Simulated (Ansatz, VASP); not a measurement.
**Two plane-wave programs on Pb**

```
Pb
1.0
     0.00000    2.61310    2.61310
     2.39082    0.00000    2.61310
     2.39082    2.61310    0.00000
Pb
1
Direct
  0.00000 0.00000 0.00000
```

Alike in both runs: task single point; functional PBEsol; k mesh 12 × 12 × 12; occupations gaussian, width 0.1 eV; no spin polarisation.

```csv
,VASP,Ansatz
version,VASP 6.6.1,Ansatz 0.2.0
potentials or method,"VASP PAW PBE potentials, release 64 (Pb_d)","scalar-relativistic, plane waves, PAW"
plane-wave cutoff (eV),520,420
valence electrons in the cell,14,14
```

|  | VASP | Ansatz | Ansatz less VASP |
| --- | --- | --- | --- |
| gap on the k mesh at the Fermi level (eV) | none | none | - |
| pressure (GPa) | -3.3 | -3.2 | +0.05 |
| largest component of the traceless stress (GPa) | 0.12 | 0.12 | -0.002 |

A gap of «none» marks a metal or a gap that the smearing closes.

Caveats: the PAW data sets were made with another functional, which shifts forces and pressure a little (VASP). The runs have no spin-orbit coupling, so splittings on Pb are missing.
